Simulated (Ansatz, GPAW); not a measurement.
**TiAl: programs and potentials compared**

```
Ti Al
1.0
     3.17906    0.00000    0.00000
     0.00000    3.17906    0.00000
     0.00000    0.00000    3.17906
Ti Al
1 1
Cartesian
  0.0000 0.0000 0.0000
  1.5895 1.5895 1.5895
```

The cell comes from a database or a generator and needn't be the stable form of this composition.

Alike in all runs: task single point; functional LDA; k mesh 8 × 8 × 8; occupations gaussian, width 0.1 eV; no spin polarisation; no spin-orbit coupling. LDA stands for any of its common fits. Pressure is positive in compression and, in plane waves, holds the error of the finite cutoff, which Ansatz's Pulay term estimates and takes out.

```tsv
program and potentials	plane-wave cutoff (eV)	notes	band gap (eV)	pressure (GPa)
Ansatz, Ansatz PAW	420	potentials made for PBE, which Ansatz adapts in part; Pulay term of +0.05 GPa included	no gap	-5.85
GPAW, the program's PAW data sets (release 1.2.1) made for this functional	600	-	no gap	-5.93
Ansatz, all-electron LAPW, scalar-relativistic	-	-	no gap	-5.87
```

None finds a gap. The pressure spans -5.93 (GPAW, the program's PAW data sets (release 1.2.1) made for this functional) to -5.85 GPa (Ansatz, Ansatz PAW), with all-electron results at -5.87.

Differences between rows come from potentials, basis sets and numerical settings, since the functional is the same but for its coding. Runs on potential files found faulty are left out.
